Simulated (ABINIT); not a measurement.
The system is Ta.

```
Ta
1.0
    -1.65128    1.65128    1.65128
     1.65128   -1.65128    1.65128
     1.65128    1.65128   -1.65128
Ta
1
Direct
  0.00000 0.00000 0.00000
```

Program: ABINIT 10.8.3 (patched build). Alike in all runs: cell as given; smearing fermi-dirac 0.05 eV. Hardware: 1 thread of Arm Neoverse V2 (shared host).

Task: Order these runs on this cell by their wall time, lowest first.
A. task band structure; level r2SCAN; potentials or basis JTH PAW LDA v2.0; spin off; k mesh 11 × 11 × 11; cutoff (eV) 490; fine-grid cutoff 979.61 eV
B. task band structure; level PBEsol; potentials or basis PseudoDojo NC SR PBEsol v0.4.1 standard; spin off; k mesh 11 × 11 × 11; cutoff (eV) 789
C. task band structure; level BLYP; potentials or basis JTH PAW PBE v2.0; spin SOC, no magnetisation; k mesh 11 × 11 × 11; cutoff (eV) 517; fine-grid cutoff 1034.03 eV
D. task single point; level PBEsol; potentials or basis JTH PAW PBE v2.0; spin off; k mesh 9 × 9 × 9; cutoff (eV) 517; fine-grid cutoff 1034.03 eV

Result: D (8.7 s), B (19 s), A (42 s), C (110 s).
